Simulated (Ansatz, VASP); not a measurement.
# One calculation of PbSe (Clausthalite), two programs

Contents of INCAR:

```
SYSTEM = PbSe
PREC = Accurate
ENCUT = 520
EDIFF = 1E-6
ISMEAR = -1
SIGMA = 0.02
LREAL = .False.
LASPH = .True.
NELM = 80
ALGO = Normal
ISIF = 2
LWAVE = .False.
LCHARG = .False.
GGA = PE
NBANDS = 17
```

Contents of KPOINTS:

```
regular mesh
0
Gamma
  8 8 8
  0 0 0
```

File POSCAR:

```
PbSe
1.0
    0.0000000000      3.0696893642      3.0696893642
    3.0696893642      0.0000000000      3.0696893642
    3.0696893642      3.0696893642      0.0000000000
Pb Se
1 1
Direct
    0.0000000000      0.0000000000      0.0000000000
    0.5000000000      0.5000000000      0.5000000000
```

Input for Ansatz:

```yaml
crystal:
  lattice:
    - [0.0, 3.0696893642, 3.0696893642]
    - [3.0696893642, 0.0, 3.0696893642]
    - [3.0696893642, 3.0696893642, 0.0]
  atoms:
    - { symbol: Pb, position: [0.0, 0.0, 0.0] }
    - { symbol: Se, position: [0.5, 0.5, 0.5] }
kpoints:
  mp_grid: { grid: [8, 8, 8] }
  band_path:
    path:
      - [[0.0, 0.0, 0.0], [0.5, 3.026137044785e-35, 0.5], [0.625, 0.25, 0.625]]
      - [[0.375, 0.375, 0.75], [0.0, 0.0, 0.0], [0.5, 0.5, 0.5], [0.5, 0.25, 0.75], [0.5, 3.026137044785e-35, 0.5]]
    npoints: 10
hamiltonian:
  xc: pbe
scf:
  occupations: { method: fermi_dirac, width: 0.02 }
  n_extra_bands: 4
output:
  forces: true
  stress: true
  eigenvalues: true
```

Alike in both runs: task single point; functional PBE; k mesh 8 × 8 × 8; occupations fermi-dirac, width 0.02 eV; no spin polarisation.

|  | VASP | Ansatz |
| --- | --- | --- |
| version | VASP 6.6.1 | Ansatz 0.2.0 |
| potentials or method | VASP PAW PBE potentials, release 64 (Pb_d, Se) | plane waves, PAW |
| plane-wave cutoff (eV) | 520 | 420 |
| valence electrons in the cell | 20 | 30 |

```csv
,VASP,Ansatz,Ansatz less VASP
pressure (GPa),1.9,1.9,+0.02
```

The two sets of potentials don't hold the same shells in valence.

Caveats: spin-orbit coupling is left out, which as a rule narrows the gap of such compounds by several tenths of an eV.
